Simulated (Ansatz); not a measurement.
Co: equation of state with PBE

Co:

```
Co
1.0
     2.47200    0.00000    0.00000
    -1.23600    2.14081    0.00000
     0.00000    0.00000    4.02114
Co
2
Direct
  0.66667 0.33333 0.75000
  0.33333 0.66667 0.25000
```

```json
{
 "Program": "Ansatz 0.2.0",
 "Task": "equation of state",
 "Functional": "PBE",
 "Potentials or basis": "Ansatz PAW earlier set",
 "Cutoff": "1000 eV",
 "Density cutoff": "4000 eV",
 "k mesh": "12 × 12 × 7",
 "Occupations": "fermi-dirac, width 0.05 eV",
 "Spin": "collinear spin, ferromagnetic start",
 "Starting moments": "[2.0, 2.0] μB"
}
```

```
Equilibrium volume                        : 10.87 Å³/atom
Bulk modulus at fixed shape and positions : 208 GPa
Pressure derivative of the bulk modulus   : 4.2
```

Energy against volume, from the lowest point:
```
volume (Å³/atom)  energy (meV/atom)
          10.002              52.03
          10.215              28.56
          10.427              12.55
          10.640               3.24
          10.853               0.00
          11.066               2.22
          11.279               9.37
```

All runs of the series together: 54 s on 2 threads of Arm Neoverse V2 (shared host).

Caveat: the cell was scaled at fixed shape and fractional positions, which overstates the stiffness of a crystal with free parameters, most of all of layers and chains.
